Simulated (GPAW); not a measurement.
Set up this calculation in GPAW 26.7.0, as an ASE script.

```
Task                : relaxation of cell and atoms
Functional          : PBEsol
Potentials or basis : PAW data sets generated in the run's folder for this functional
Cutoff              : 800 eV
Basis               : pw
k mesh              : 7 × 7 × 6
Occupations         : fermi-dirac, width 0.05 eV
Spin                : no spin polarisation
Target pressure     : 30 GPa
Maxiter             : 150
Optimizer           : BFGS
Fmax                : 0.02 eV/Å
Max steps           : 60
Target pressure     : 30 GPa
Convergence         : density=1e-05 forces=0.0001
```

Crystal: ZrB2.

```
CELL_PARAMETERS angstrom
3.17000 0.00000 0.00000
-1.58500 2.74530 0.00000
0.00000 0.00000 3.53300
ATOMIC_POSITIONS crystal
Zr 0.00000 0.00000 0.00000
B 0.66667 0.33333 0.50000
B 0.33333 0.66667 0.50000
```

One way to write it, as run:

run.py

```python
from ase import Atoms
from ase.filters import FrechetCellFilter
from ase.io import write
from ase.optimize import BFGS
from ase.units import GPa
from gpaw import GPAW, PW, setup_paths

setup_paths.insert(0, '.')

atoms = Atoms(['Zr', 'B', 'B'],
              cell=[[3.17, 0.0, 0.0],
                    [-1.585, 2.74530053, 0.0],
                    [0.0, 0.0, 3.533]],
              scaled_positions=[[0.0, 0.0, 0.0],
                                [0.6666666667, 0.3333333333, 0.5],
                                [0.3333333333, 0.6666666667, 0.5]],
              pbc=True)

calc = GPAW(mode=PW(800),
            xc='PBEsol',
            kpts={'size': (7, 7, 6), 'gamma': True},
            occupations={'name': 'fermi-dirac', 'width': 0.05},
            nbands=20,
            convergence={'density': 1e-05, 'forces': 0.0001},
            maxiter=150,
            txt='gpaw.txt')
atoms.calc = calc
opt = BFGS(FrechetCellFilter(atoms, scalar_pressure=30 * GPa), trajectory='relax.traj', logfile='-')
done = opt.run(fmax=0.02, steps=60)
calc.write('gs.gpw')
write('result.traj', atoms)
print('Converged:', done)
print('Cell:', atoms.cell.cellpar().round(4))
print('Volume:', round(atoms.get_volume(), 4))
print(atoms.get_scaled_positions().round(5))
```

Potentials or basis: PAW data sets generated in the run's folder for this functional, pw.

Command:

```console
$ gpaw-setup -f PBEsol B Zr
$ OMP_NUM_THREADS=1 python run.py
```

It gave:

```
Relaxed volume                                         : 9.10 Å³/atom
Relaxed cell                                           : a = 3.056 Å, b = 3.056 Å, c = 3.374 Å, α = 90.00°, β = 90.00°, γ = 120.00°
Space group after relaxing (to 0.05 Å)                 : P6/mmm (No. 191)
Energy change on relaxing (the enthalpy is what falls) : +79.9 meV/atom
Ionic steps                                            : 6
Pressure after relaxing                                : 30.0 GPa
Band gap on the k mesh                                 : none (metal or under the smearing width)
```

Caveat: later steps reuse the first step's grids.

Run time: 84 s on 1 thread of Arm Neoverse V1, on a shared host, peak memory 0.23 GiB.
